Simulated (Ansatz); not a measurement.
Write a Python script for the Ansatz DFT code, driven from Python that makes a relaxation of cell and ions of BaTiO₃, space group R3m. Settings: r2SCAN, PAW, cutoff 500 eV, 6×6×6 k-points, fixed occupations.

Input file `batio3.xyz`:
```text
5
Lattice="2.82736661 1.63238087 2.31839349 -2.82736661 1.63238087 2.31839349 0.0 -3.26476174 2.31839349" Properties=species:S:1:pos:R:3 pbc="T T T"
Ba    0.00000000    0.00000000    0.00000000
Ti   -0.00000000   -0.00000000    3.36978494
O     0.00000000    1.60332449    2.39884175
O    -1.38851974   -0.80166225    2.39884175
O     1.38851974   -0.80166225    2.39884175
```

Script `vcrelax_batio3.py`:
```python
# -*- coding: utf-8 -*-
"""Variable-cell relaxation of BaTiO3."""

import logging
import sys

import ansatz as az
from ase import Atoms
from ase.io import write
from ase.neighborlist import neighbor_list
import numpy as np

logging.basicConfig(stream=sys.stdout, format="%(levelname)s:%(name)s:%(message)s")
logger = logging.getLogger("run")
logger.setLevel(logging.INFO)

def edges_and_angles(cell):
    cell = np.asarray(cell)
    a, b, c = np.linalg.norm(cell, axis=1)
    cosines = cell[1] @ cell[2] / (b * c), cell[0] @ cell[2] / (a * c), cell[0] @ cell[1] / (a * b)
    return (a, b, c, *np.degrees(np.arccos(cosines)))


def main():
    cell = az.Crystal.from_extxyz("batio3.xyz")

    # every cell quantity that the symmetry leaves free
    model = cell.calculation()
    model = model.functional("r2scan")
    model = model.kpoints(6)
    model = model.pseudopotentials("paw")
    model = model.basis(500)
    model = model.occupations("Fixed")
    model = model.relax(max_steps=30, cell=True)
    steps = []


    def collect(event):
        if event["event"] == "relax_step":
            steps.append(event["data"])


    res = model.session().plan().execute(on_event=collect)
    summary = res.report
    logger.info("step   energy (eV)     max comp. (eV/A)   P (GPa)  SCF")
    for s in steps:
        logger.info(f"{s['step']:4d} {s['lagrangian_ev']:15.5f} {s['allowed_force_max_ev_ang']:12.4f} {s['pressure_gpa']:10.3f} {s['n_scf']:5d}")

    first, last = steps[0], steps[-1]
    symbols = [site.symbol for site in res.lattice.sites]
    logger.info(f"energy gained {first['lagrangian_ev'] - last['lagrangian_ev']:.4f} eV in {len(steps) - 1} steps")
    for label, vectors in (("before", first["cell_ang"]), ("after", res.lattice.cell_ang)):
        print(label, "a b c (A) {:.4f} {:.4f} {:.4f}  angles {:.2f} {:.2f} {:.2f}".format(*edges_and_angles(vectors)), f" V = {abs(np.linalg.det(vectors)):.3f} A^3")
    print("final stress xx yy zz (GPa, compression positive):", np.round(np.diag(summary["stress_gpa"]), 3) + 0.0)

    final = Atoms(symbols, positions=last["positions_ang"], cell=res.lattice.cell_ang, pbc=True)
    i, j, d = neighbor_list("ijd", final, 4.5)
    logger.info("neighbours within 1.15 times the shortest distance of each atom (A)")
    for atom in range(len(final)):
        near = [m for m in np.argsort(d) if i[m] == atom]
        shell = [m for m in near if d[m] < 1.15 * d[near[0]]]
        print(f"{symbols[atom]}{atom} ({len(shell)}):", ", ".join(f"{symbols[j[m]]} {d[m]:.3f}" for m in shell))

    relaxed = Atoms(symbols, positions=[site.position_ang for site in res.lattice.sites], cell=res.lattice.cell_ang, pbc=True)
    write("relaxed.cif", relaxed, format="cif")

    logger.info("relaxed fractional positions")
    for site in res.lattice.sites:
        print(f"  {site.symbol:2s}", " ".join(f"{v % 1:8.5f}" for v in np.round(site.position_frac, 5)))

    logger.info("%-22s %14.5f eV" % ("F = E - TS", summary["free_energy_ev"]))
    logger.info("%-22s %14.5f eV" % ("E", summary["internal_energy_ev"]))
    logger.info("%-22s %14.5f eV" % ("Harris-Foulkes", summary["harris_foulkes_ev"]))
    logger.info("%-22s %14.5f eV" % ("Fermi level", summary["fermi_energy_ev"]))

    print(model.to_yaml())


if __name__ == "__main__":
    main()
```

Running `python vcrelax_batio3.py` prints:
```text
INFO:run:step   energy (eV)     max comp. (eV/A)   P (GPa)  SCF
INFO:run:   1    -10183.83095       0.1334      1.908     7
INFO:run:   2    -10183.82409       0.3747     -0.132     7
INFO:run:   3    -10183.83643       0.0849      0.203     9
INFO:run:   4    -10183.83660       0.0778     -0.017     4
INFO:run:   5    -10183.83677       0.0672     -0.051     5
INFO:run:   6    -10183.83708       0.0144     -0.120     6
INFO:run:   7    -10183.83713       0.0009     -0.000     5
INFO:run:   8    -10183.83753       0.0008     -0.004     6
INFO:run:energy gained 0.0066 eV in 7 steps
before a b c (A) 4.0042 4.0042 4.0042  angles 89.84 89.84 89.84  V = 64.201 A^3
after a b c (A) 4.0237 4.0237 4.0237  angles 89.79 89.79 89.79  V = 65.142 A^3
final stress xx yy zz (GPa, compression positive): [-0.005 -0.005 -0.001]
INFO:run:neighbours within 1.15 times the shortest distance of each atom (A)
Ba0 (12): O 2.777, O 2.777, O 2.777, O 2.843, O 2.843, O 2.843, O 2.843, O 2.843, O 2.843, O 2.926, O 2.926, O 2.926
Ti1 (3): O 1.872, O 1.872, O 1.872
O2 (1): Ti 1.872
O3 (1): Ti 1.872
O4 (1): Ti 1.872
INFO:run:relaxed fractional positions
  Ba  0.99680  0.99680  0.99680
  Ti  0.48334  0.48334  0.48334
  O   0.50981  0.50981  0.01942
  O   0.01942  0.50981  0.50981
  O   0.50981  0.01942  0.50981
INFO:run:F = E - TS               -10183.83753 eV
INFO:run:E                        -10183.83753 eV
INFO:run:Harris-Foulkes           -10183.83753 eV
INFO:run:Fermi level                   9.70441 eV
crystal:
  lattice:
    - [2.82736661, 1.63238087, 2.31839349]
    - [-2.82736661, 1.63238087, 2.31839349]
    - [0.0, -3.26476174, 2.31839349]
  atoms:
    - { symbol: Ba, position: [0.0, 0.0, 0.0] }
    - { symbol: Ti, position: [0.48450000032853213, 0.48450000032853213, 0.48450000032853213] }
    - { symbol: O, position: [0.5086000007953776, 0.5086000007953776, 0.017500000952816338] }
    - { symbol: O, position: [0.01750000074752136, 0.5085999999796691, 0.5086000018163812] }
    - { symbol: O, position: [0.5085999999796691, 0.01750000074752136, 0.5086000018163812] }
basis:
  ecutwfc: 500.0
kpoints:
  mp_grid:
    grid: [6, 6, 6]
hamiltonian:
  xc: r2scan
  pseudopotentials:
    kind: paw
scf:
  occupations:
    method: fixed
relax:
  max_steps: 30
  cell: {}
```

`relaxed.cif`, as written:
```cif
data_image0
_chemical_formula_structural       BaTiO3
_chemical_formula_sum              "Ba1 Ti1 O3"
_cell_length_a       4.02367743255642
_cell_length_b       4.02367743255642
_cell_length_c       4.02367743255642
_cell_angle_alpha    89.79497819079067
_cell_angle_beta     89.79497819079067
_cell_angle_gamma    89.79497819079066

_space_group_name_H-M_alt    "P 1"
_space_group_IT_number       1

loop_
  _space_group_symop_operation_xyz
  'x, y, z'

loop_
  _atom_site_type_symbol
  _atom_site_label
  _atom_site_symmetry_multiplicity
  _atom_site_fract_x
  _atom_site_fract_y
  _atom_site_fract_z
  _atom_site_occupancy
  Ba  Ba1       1.0  0.9968037561181633  0.9968037561181633  0.9968037561181633  1.0000
  Ti  Ti1       1.0  0.4833445277858815  0.4833445277858815  0.4833445277858815  1.0000
  O   O1        1.0  0.5098140988586897  0.5098140988586897  0.01942352125067982  1.0000
  O   O2        1.0  0.019423521250679737  0.5098140988586898  0.5098140988586897  1.0000
  O   O3        1.0  0.5098140988586898  0.019423521250679702  0.5098140988586897  1.0000
```

Reading the output:
- Absolute energies stand on the zero of these potentials, so only differences at equal settings mean something. A total without «per atom» is that of the whole cell that was run.
- Spin is left out of this run.
- Under fixed occupations the level called the Fermi level is the highest filled one on the SCF mesh; off the mesh a filled band can lie a little above it.
- The zero of the levels is a convention of the potentials, so an absolute Fermi energy is no work function.
- Energies along a relaxation are free energies. Rows at an unchanged volume are solved on a plane-wave basis chosen afresh for that cell, so the energy can jump there; the script counts such rows among its steps.
- Edges and angles are those of the cell as typed, here a primitive one, not of the conventional cell.
- The structure is a deposited one; some such entries were measured under pressure or heat, so a shift against it needn't be the functional's error alone.
- It ran for 2.2 min on 1 thread of Arm Neoverse N1 (shared host), peak memory 0.59 GiB.
